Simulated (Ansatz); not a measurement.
## NaI (CsCl type): G0W0 against its settings

NaI in the CsCl-type structure, relaxed with r2SCAN; one-shot G0W0 in Ansatz without spin-orbit coupling. No spin polarisation and no zero-point or thermal motion; the cell was built from a prototype and may be hypothetical.

```xyz
2
Lattice="4.0405 0.0000 0.0000 0.0000 4.0405 0.0000 0.0000 0.0000 4.0405" Properties=species:S:1:pos:R:3 pbc="T T T"
Na    0.0000    0.0000    0.0000
I     2.0203    2.0203    2.0203
```

Gaps are read over the mesh points alone. G0W0 here is at a finite number of bands, screening cutoff and k mesh, not at the basis limit.
```
 start       potentials      frequency model   mesh  empty bands  screening cutoff (eV)  Kohn-Sham gap (eV)  G0W0 gap (eV)        rough cost
   PBE              PAW  contour deformation  4×4×4          107                     80                2.29           3.83   10 core-seconds
   PBE              PAW  contour deformation  4×4×4          248                    140                2.29           3.99   40 core-seconds
   PBE              PAW  contour deformation  4×4×4          455                    210                2.29           4.04  2.9 core-minutes
 HSE06              PAW  contour deformation  4×4×4          248                    140                3.24           4.49  100 core-seconds
   LDA              PAW  contour deformation  4×4×4          248                    140                2.02           3.83   40 core-seconds
r2SCAN              PAW  contour deformation  4×4×4          248                    140                3.05           4.42   40 core-seconds
   PBE              PAW     Godby-Needs pole  4×4×4          248                    140                2.29           4.00   60 core-seconds
   PBE              PAW  contour deformation  6×6×6          107                     80                2.30           3.84   50 core-seconds
   PBE  norm-conserving  contour deformation  4×4×4          248                    140                2.29           3.86   70 core-seconds
```

G0W0 moves the gap on the mesh from 2.29 eV (PBE) to 4.04 eV (M to Γ). Renormalisation factors Z lie between 0.75 and 0.82.

Raising bands and cutoff together moves the gap by +0.16 eV (80 to 140 eV), then +0.05 eV (140 to 210 eV); the last step is still large, so the basis limit isn't reached. Starting from HSE06 (3.24 eV against PBE's 2.29 eV) gives 4.49 eV, +0.50 eV from G0W0@PBE at the same screening cutoff. Starting from LDA (2.02 eV against PBE's 2.29 eV) gives 3.83 eV, -0.16 eV from G0W0@PBE at the same screening cutoff. Starting from r2SCAN (3.05 eV against PBE's 2.29 eV) gives 4.42 eV, +0.43 eV from G0W0@PBE at the same screening cutoff. The Godby-Needs plasmon pole differs from contour deformation by +0.01 eV. A 6×6×6 mesh in place of 4×4×4 changes the opening over PBE by 0.00 eV (the gap on the mesh by +0.01 eV). Norm-conserving potentials (wave cutoff 1197 eV against 420 eV) shift the quasiparticle gap by -0.13 eV and the PBE gap by 0.00 eV. r2SCAN runs take a wave cutoff of 500 eV.
